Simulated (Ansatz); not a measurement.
Calculated ⁹⁷Mo NMR of the central transition for Te₂Mo under strain

Cell: a structure deposited in the COD, relaxed with PBE at fixed cell and then changed (z stretched by 2 %, ions relaxed).

```
Te Mo
1.0
     3.51820    0.00000    0.00000
    -1.75910    3.04685    0.00000
     0.00000    0.00000   14.25307
Te Mo
4 2
Direct
  0.33333 0.66667 0.62244
  0.66667 0.33333 0.12244
  0.33333 0.66667 0.87756
  0.66667 0.33333 0.37756
  0.33333 0.66667 0.25000
  0.66667 0.33333 0.75000
```

Sites (sets of like atoms) are named by element and the number of their first atom in this list.

The numbers come from a DFT calculation in Ansatz (PBE, plane waves and PAW, scalar-relativistic, 420 eV cutoff, Γ-centred 14×14×3 k-points, Fermi–Dirac smearing 0.02 eV).

⁹⁷Mo has I = 5/2 and Q = 255.0 mb (Pyykkö 2018); at 16.4 T its Larmor frequency is ν₀ = 46.7 MHz (from the bare nuclear moment; shielding lowers the observed one by a per cent or two). Only the quadrupole interaction is simulated: positions count from each site's isotropic chemical shift, and shift anisotropy, dipolar and J coupling are left out.

(1) Give C_Q, η, the quadrupolar product P_Q = |C_Q|(1 + η²/3)^½, the second-order isotropic shift and the breadth of the pattern (static powder) for each Mo site.

## Answers

(1) 

```tsv
site	first shell	C_Q (MHz)	η	P_Q (MHz)	δ_QIS (ppm)	breadth (kHz)
Mo	6 Te at 2.73 Å	-38.6	0.00	38.6	-4102	997
```

δ_QIS = −(ν_Q²/30ν₀²)[I(I+1) − 3/4](1 + η²/3) × 10⁶ ppm with ν_Q = 3|C_Q|/[2I(2I−1)]; it falls as 1/B₀² in ppm, and the breadth as 1/B₀ in kHz.

An axis of threefold or higher order runs through Mo, so V_zz lies along it and η is zero.

Without spin–orbit coupling the gradients at and beside Te can be off by some per cent, at some sites by more.

The relaxation (4 steps) took 53 s of wall time (53 s of CPU time) and 0.66 GiB at its peak, on 1 thread of Intel Xeon 6975P-C (Granite Rapids) (x86_64; 16 cores open to the job, memory cap 3.0 GiB, no GPU), a shared host with a load of 1.0 a core.
